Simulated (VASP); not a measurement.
# GaP: molecular dynamics with the cell free or held by constraints

GaP, F-43m (no. 216), 8 atoms in the cell. PBE, constrained or biased molecular dynamics; PAW potentials Ga, P (PBE set).

| Held coordinates | Spread of the volume (Å³) | Time (s) |
|---|---|---|
| none | 1.22 | 56 |
| volume held, shape free | 0.00 | 58 |
| angles held, lengths free | 0.48 | 56 |
| lengths in step, angles held | 0.25 | 55 |

Limits: each run has its own random start, so only a spread that vanishes tells of a constraint; the run is only 0.12 ps long, so its averages are rough.

## Input of the first row

INCAR:
```
SYSTEM = GaP
PREC = Normal
EDIFF = 1E-5
LREAL = .False.
ALGO = Normal
NELMIN = 4
ISYM = 0
LWAVE = .False.
LCHARG = .False.
IBRION = 0
ISIF = 3
TEBEG = 300
POTIM = 2.0
RANDOM_SEED = 217121 0 0
ENCUT = 350
ISMEAR = 0
SIGMA = 0.05
MDALGO = 3
LANGEVIN_GAMMA = 10 10
LANGEVIN_GAMMA_L = 10
PMASS = 1000
NSW = 60
```

KPOINTS:
```
k-points
0
Gamma
  3 3 3
```

POSCAR:
```
GaP
1.0
    5.4505000000      0.0000000000      0.0000000000
    0.0000000000      5.4505000000      0.0000000000
    0.0000000000      0.0000000000      5.4505000000
Ga P
4 4
Direct
    0.0000000000      0.0000000000      0.0000000000
    0.0000000000      0.5000000000      0.5000000000
    0.5000000000      0.0000000000      0.5000000000
    0.5000000000      0.5000000000      0.0000000000
    0.2500000000      0.2500000000      0.2500000000
    0.2500000000      0.7500000000      0.7500000000
    0.7500000000      0.2500000000      0.7500000000
    0.7500000000      0.7500000000      0.2500000000
```

Commands:
```
cat potpaw_PBE.64/Ga/POTCAR potpaw_PBE.64/P/POTCAR > POTCAR
mpirun -np 4 vasp_std > vasp.out
```

ICONST of row 4:
```
LA 1 2 0
LA 1 3 0
LA 2 3 0
LR 1 0
LR 2 0
LR 3 0
S 1.0 0.0 0.0 0.0 0.0 0.0 0
S 0.0 1.0 0.0 0.0 0.0 0.0 0
S 0.0 0.0 1.0 0.0 0.0 0.0 0
S 0 0 0 1 -1 0 0
S 0 0 0 1 0 -1 0
```

VASP 6.6.1 took 56 s on 4 cores (Intel Xeon 6975P-C (Granite Rapids)), a shared host.
